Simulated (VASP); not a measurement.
A run of VASP 6.6.1:

Contents of INCAR:

```
SYSTEM = ZnSe
  PREC = Accurate
  ENCUT = 600
  EDIFF = 1E-7
  ISMEAR = -1
  SIGMA = 0.05
  LREAL = .False.
  LASPH = .True.
  NELM = 100
  ALGO = Fast
  ISIF = 3
  LWAVE = .False.
  LCHARG = .False.
  GGA = PE
  IVDW = 2
  IBRION = 2
  NSW = 60
  EDIFFG = -0.01
```

The input KPOINTS:

```
regular mesh
0
Gamma
  8 8 8
  0 0 0
```

POSCAR

```
ZnSe
1.0
    0.0000000000      2.8338000000      2.8338000000
    2.8338000000      0.0000000000      2.8338000000
    2.8338000000      2.8338000000      0.0000000000
Se Zn
1 1
Direct
    0.7500000000      0.7500000000      0.7500000000
    0.0000000000      0.0000000000      0.0000000000
```

Potentials or basis: VASP PAW PBE potentials, release 64 (Se, Zn).

Command:

```sh
$ cat potpaw_PBE.64/Se/POTCAR potpaw_PBE.64/Zn/POTCAR > POTCAR
$ mpirun -np 1 vasp_std > vasp.out
```

Hardware: 1 thread of Intel(R) Xeon(R) Platinum 8488C (Sapphire Rapids) (shared host).

Question: How long does it take, and how much memory?

Answer: It took 43 s on 1 thread of Intel(R) Xeon(R) Platinum 8488C (Sapphire Rapids), with other jobs on the host, peak memory 0.19 GiB. Counts: scf iterations 34, k points 29, ion steps 3.
